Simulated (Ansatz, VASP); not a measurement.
# One calculation of Mg8H, two programs

```
Mg H
1.0
     6.46938    0.00000    0.00000
    -3.23469    5.60265    0.00000
     0.00000    0.00000    5.16419
Mg H
8 1
Direct
  0.16667 0.33333 0.25000
  0.16574 0.83287 0.25000
  0.66713 0.33426 0.25000
  0.66713 0.83287 0.25000
  0.34093 0.15907 0.75000
  0.34093 0.68186 0.75000
  0.81814 0.15907 0.75000
  0.83333 0.66667 0.75000
  0.16667 0.33333 0.75000
```

Alike in both runs: functional PBE; k mesh 6 × 6 × 6; occupations gaussian, width 0.1 eV; no spin polarisation.

Ansatz relaxed the structure, and its values are those at the end. VASP's run is a single point on that final structure, the one shown.

|  | VASP | Ansatz |
| --- | --- | --- |
| version | VASP 6.6.1 | Ansatz 0.2.0 |
| potentials or method | VASP PAW PBE potentials, release 64 (Mg, H) | scalar-relativistic, plane waves, PAW |
| plane-wave cutoff (eV) | 520 | 420 |
| valence electrons in the cell | 17 | 81 |

|  | VASP | Ansatz | Ansatz less VASP |
| --- | --- | --- | --- |
| gap on the k mesh at the Fermi level (eV) | none | none | - |
| pressure (GPa) | -0.1 | 0.0 | +0.14 |

A gap of «none» marks a metal or a gap that the smearing closes. With one functional, cell and mesh, what is left measures potentials, basis and numerics. The two sets of potentials don't hold the same shells in valence.
